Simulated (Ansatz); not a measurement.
# Fd-3m: 3 crystals compared

All 3 crystals share space group Fd-3m (No. 227) and the same kinds of sites, 2 atoms in the primitive cell. They are database entries and needn't be the stable phases. The set is a selection: crystals with unstable modes on a coarse mesh or in a metal were left out. Cells are relaxed by PAW under the functional.

Quantity: harmonic phonons by finite displacements (negative means unstable), on a 2×2×2 q mesh. Level: PBEsol, all-electron LAPW in Ansatz 0.2.0, scalar-relativistic.

| crystal | cell (conventional) | k mesh | smearing (eV) |
| --- | --- | --- | --- |
| Ge | a = 5.676 Å | 10×10×10 | 0.05 |
| Si | a = 5.433 Å | 8×8×8 | none |
| Sn | a = 6.542 Å | 10×10×10 | 0.10 |

Task: Rank them by lowest at X, lowest first.
A. Ge
B. Si
C. Sn

Result: C (35.2 cm⁻¹), A (71.7 cm⁻¹), B (134 cm⁻¹).

All values:

```json
{"crystal": "Ge", "highest mode (cm⁻¹)": "282", "lowest at L (cm⁻¹)": "57.3", "lowest at X (cm⁻¹)": "71.7", "highest at Γ (cm⁻¹)": "282"}
{"crystal": "Si", "highest mode (cm⁻¹)": "509", "lowest at L (cm⁻¹)": "104", "lowest at X (cm⁻¹)": "134", "highest at Γ (cm⁻¹)": "509"}
{"crystal": "Sn", "highest mode (cm⁻¹)": "181", "lowest at L (cm⁻¹)": "31.0", "lowest at X (cm⁻¹)": "35.2", "highest at Γ (cm⁻¹)": "180"}
```

Limits of these numbers: the gap is closed or tiny at this level, so small that the run used smearing; responses move with mesh and smearing (Ge); responses of metals move with mesh and smearing (Sn).
